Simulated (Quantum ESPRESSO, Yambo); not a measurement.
Planning a run of Yambo 5.3.0 on CdS (Hawleyite). The input:

```
HF_and_locXC
gw0
dyson
ppa
em1d
rim_cut
RandQpts= 1000000
RandGvec= 1 RL
EXXRLvcs= 94 Ry
VXCRLvcs= 376 Ry
Chimod= "HARTREE"
% BndsRnXp
 1 | 125 |
%
NGsBlkXp= 12 Ry
% LongDrXp
 1 | 1 | 1 |
%
% GbndRnge
 1 | 125 |
%
DysSolver= "n"
ExtendOut
PPAPntXp= 27.21138 eV
% QPkrange
 1 | 8 | 5 | 17 |
%
```

```sh
OMP_NUM_THREADS=1 mpirun -n 4 yambo -F gw1.in -J gw1 -C gw1 > gw1.log
```

The stored states that it reads are on a 4×4×4 mesh. Symmetry: F-43m, No. 216, cubic system. Conventional cell: a = 5.833 Å, b = 5.833 Å, c = 5.833 Å, α = 90.00°, β = 90.00°, γ = 90.00°. Nearest to Cd lie 4 S at 2.53 Å. Nearest to S lie 4 Cd at 2.53 Å. Farther neighbours and most contacts between anions are not listed.

Estimate wall time and host memory on 4 MPI ranks of Arm Neoverse V1, shared host.

It took 13 min; on shared hardware allow 6.3 min to 25 min. Peak host memory was 2.1 GiB.

The screening grows as filled bands × empty bands × pairs of k points, times the square of the screening basis for the matrix.

[Paths, hosts, dates, memory and timing lines, banners, echoed tables and standing remarks are left out of the program output.]

[Logs are printed without paths, hosts, clocks, repeated set-up lines and the standing remarks that a program may print on its own settings, such as how far it seeks lower states.]

[Runs of the session that timed out or met a known fault of the program may be left out.]

[Hosts, paths, dates, database ids (printed as entryN), source tags and the programs' standing remarks are cut or masked in the printed files.]
